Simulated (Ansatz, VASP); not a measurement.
One calculation of Sn, two programs

The input INCAR:

```
ALGO = Fast ; EDIFF = 1E-6
ENCUT = 520 ; GGA = PE
ISIF = 2 ; ISMEAR = -1
LASPH = True ; LCHARG = False
LREAL = False ; LWAVE = False
NBANDS = 21 ; NELM = 100
PREC = Accurate ; SIGMA = 0.05
```

Contents of KPOINTS:

```
k-points
0
Gamma
  7 7 7
```

File POSCAR:

```
Sn
1.0
    0.0000000000      3.2967577782      3.2967577782
    3.2967577782      0.0000000000      3.2967577782
    3.2967577782      3.2967577782      0.0000000000
Sn
2
Direct
    0.7500000000      0.7500000000      0.7500000000
    0.5000000000      0.5000000000      0.5000000000
```

The input input.yaml:

```yaml
crystal:
  lattice:
    - [0.0, 3.2967577782, 3.2967577782]
    - [3.2967577782, 0.0, 3.2967577782]
    - [3.2967577782, 3.2967577782, 0.0]
  atoms:
    - { symbol: Sn, position: [0.75, 0.75, 0.75] }
    - { symbol: Sn, position: [0.5, 0.5, 0.5] }
kpoints:
  mp_grid: { grid: [7, 7, 7] }
scf:
  occupations: { method: fermi_dirac, width: 0.05 }
hamiltonian:
  xc: pbe
  pseudopotentials: { kind: all_electron, lapw: { basis_error: 0.0005 } }
output:
  forces: true
  stress: true
  eigenvalues: true
```

Change from the starting cell: volume scaled by 1.06.

Alike in both runs: task single point; functional PBE; k mesh 7 × 7 × 7; occupations fermi-dirac, width 0.05 eV; no spin polarisation.

```csv
,VASP,Ansatz
version,VASP 6.6.1,Ansatz 0.2.0
potentials or method,"VASP PAW PBE potentials, release 64 (Sn_d)","all-electron LAPW, scalar-relativistic"
plane-wave cutoff (eV),520,see its input
```

VASP gave:

```
gap on the k mesh at the Fermi level (eV) : none
pressure (GPa)                            : 1.0
```

Task: Estimate Ansatz's values.

Result: gap on the k mesh at the Fermi level (eV): none; pressure (GPa): 1.1.

A gap of «none» marks a metal or a gap that the smearing closes. Ansatz ran all-electron here, so the differences hold the error of VASP's frozen core and of both bases.
